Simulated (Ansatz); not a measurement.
## Mo (omega (AlB2-type)): energy against volume

Method: Ansatz 0.2.0, DFT, revPBE, plane waves (420 eV) with PAW, scalar-relativistic. (PAW data from PBE, frozen cores regenerated.)

The cell is scaled uniformly from the relaxed one, with fractional coordinates and shape fixed. Energies are extrapolated to zero smearing, pressures are those at the given smearing. Magnetic state: spin not included.

A Birch-Murnaghan fit gives V₀ = 16.28 Å³/atom, B₀ = 230 GPa, B₀′ = 4.2.

(1) What are the energy above the minimum and the pressure at 14.334 Å³/atom?

(2) What are the energy above the minimum and the pressure at 14.985 Å³/atom?

(3) What are the energy above the minimum and the pressure at 17.592 Å³/atom?

Answers

(1) 207.8 meV/atom and 38.39 GPa as computed.

(2) 85.2 meV/atom and 22.88 GPa as computed.

(3) 66.6 meV/atom and -14.97 GPa as computed.
